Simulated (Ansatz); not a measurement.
Take a crystal in which Ru has been replaced by Nb on all its sites, with the cell rescaled by a rough guess (in some cases also distorted within its space group) and nothing relaxed:

```
CELL_PARAMETERS angstrom
2.80457 0.00000 0.00000
-1.40228 2.42883 0.00000
0.00000 0.00000 4.43820
ATOMIC_POSITIONS crystal
Nb 0.33333 0.66667 0.25000
Nb 0.66667 0.33333 0.75000
```

Computed with DFT PBE, scalar-relativistic, plane waves, PAW (Ansatz 0.2.0).

Plane waves to 420 eV, a k mesh through Γ of 18×18×10 on the computed 2-atom cell and Gaussian smearing (0.10 eV); no spin polarisation.

Task: What pressure does the cell carry?

Result: The pressure is 50.0 GPa (positive in compression), so the cell would expand.

Task: Is it a metal on this mesh?

Result: Yes, a band crosses the Fermi level.

This form isn't the element's structure at ambient conditions.